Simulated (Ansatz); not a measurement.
SiNi3 in Ansatz: the effect of functional

SiNi3:

```xyz
4
Lattice="3.5182 0.0000 0.0000 0.0000 3.5182 0.0000 0.0000 0.0000 3.5182" Properties=species:S:1:pos:R:3 pbc="T T T"
Ni    1.7591    1.7591    0.0000
Ni    1.7591    0.0000    1.7591
Ni    0.0000    1.7591    1.7591
Si    0.0000    0.0000    0.0000
```

The cell isn't the ideal one: volume scaled by 0.98.

Alike in all runs:

| Item | Value |
| --- | --- |
| Program | Ansatz 0.2.0 |
| Task | single point |
| Potentials or basis | Ansatz PAW |
| k mesh | 8 × 8 × 8 |
| Occupations | fermi-dirac, width 0.05 eV |
| Spin | collinear spin, ferromagnetic start |
| Starting moments | [1.0, 1.0, 1.0, 0.0] μB |

```csv
functional,cutoff,pressure (GPa),moment (μB)
LDA,420 eV (not typed: the program's choice for these potentials),-16.8,0.00
r2SCAN,500 eV (not typed: the program's choice for these potentials),?,?
PBE,420 eV (not typed: the program's choice for these potentials),-2.1,0.00
```

Task: What does the run with functional r2SCAN give?

Result: Pressure -9.9 GPa; moment 0.16 μB.

Caveats: the starting moments weren't kept; the PAW data sets come from PBE, with cores solved anew for the run's functional, which leaves a small shift of forces and pressure (some runs); the magnetic or orbital state may not be the lowest (some runs).
